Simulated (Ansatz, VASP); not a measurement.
BaHfO3: VASP beside Ansatz

File POSCAR:

```
BaHfO3
1.0
    4.1770517732      0.0000000000      0.0000000000
    0.0000000000      4.1770517732      0.0000000000
    0.0000000000      0.0000000000      4.1770487591
Ba Hf O
1 1 3
Direct
    0.5000000000      0.5000000000      0.9979971634
    0.0000000000      0.0000000000      0.4979944625
    0.0000000000      0.5000000000      0.4980131235
    0.5000000000      0.0000000000      0.4980131235
    0.0000000000      0.0000000000      0.9980039171
```

The input INCAR.step1:

```
  PREC = Accurate
  ENCUT = 520
  ISMEAR = 0
  SIGMA = 0.01
  LREAL = F
  LASPH = T
  NELM = 80
  NBANDS = 27
  GGA = PE
  ALGO = Normal
  EDIFF = 1E-4
  LWAVE = T
  LCHARG = F
```

Contents of INCAR.step2:

```
  PREC = Accurate
  ENCUT = 520
  EDIFF = 1E-7
  ISMEAR = 0
  SIGMA = 0.01
  LREAL = F
  LASPH = T
  NELM = 80
  ALGO = Normal
  ISIF = 2
  LWAVE = F
  LCHARG = F
  METAGGA = R2SCAN
  LMIXTAU = T
  NBANDS = 27
  ISTART = 1
```

The input KPOINTS:

```
Automatic mesh
0
Gamma
  6 6 6
```

Input for Ansatz:

```yaml
crystal:
  lattice:
    - [4.1770517732, 0.0, 0.0]
    - [0.0, 4.1770517732, 0.0]
    - [0.0, 0.0, 4.1770487591]
  atoms:
    - { symbol: Ba, position: [0.5, 0.5, 0.9979971634] }
    - { symbol: Hf, position: [0.0, 0.0, 0.4979944625] }
    - { symbol: O, position: [0.0, 0.5, 0.4980131235] }
    - { symbol: O, position: [0.5, 0.0, 0.4980131235] }
    - { symbol: O, position: [0.0, 0.0, 0.9980039171] }
kpoints:
  mp_grid: { grid: [6, 6, 6] }
  band_path:
    path:
      - [0.0, 0.0, 0.0]
      - [0.0, 0.5000001203, 0.0]
      - [0.5000001203, 0.5000001203, 0.0]
      - [0.5000001203, 0.5000001203, 0.4999997595]
    npoints: 1
hamiltonian:
  xc: r2scan
scf:
  occupations: { method: fixed }
  n_extra_bands: 5
output:
  forces: true
  stress: true
  eigenvalues: true
```

The cell comes from a database or a generator and needn't be the stable form of this composition.

Alike in both runs: task single point; functional r2SCAN; k mesh 6 × 6 × 6; no spin polarisation.

```csv
,VASP,Ansatz
version,VASP 6.6.1,Ansatz 0.2.0
potentials or method,"VASP PAW PBE potentials, release 64 (Ba_sv, Hf_pv, O)","plane waves, PAW"
plane-wave cutoff (eV),520,500
occupations,"gaussian, width 0.01 eV",fixed
valence electrons in the cell,38,54
```

|  | VASP | Ansatz | Ansatz less VASP |
| --- | --- | --- | --- |
| gap on the k mesh at the Fermi level (eV) | 4.11 | 4.19 | +0.084 |
| pressure (GPa) | -0.7 | 0.0 | +0.74 |

The two sets of potentials don't hold the same shells in valence. Ansatz warned: «structure_snapped_to_symmetry».

Caveats: the PAW data sets were made with another functional, which shifts forces and pressure a little (VASP); spin-orbit coupling is left out, which moves the levels of the heavy elements. r2SCAN opens gaps a little over a GGA but as a rule still falls short of measured ones. A k mesh can miss the band edges.
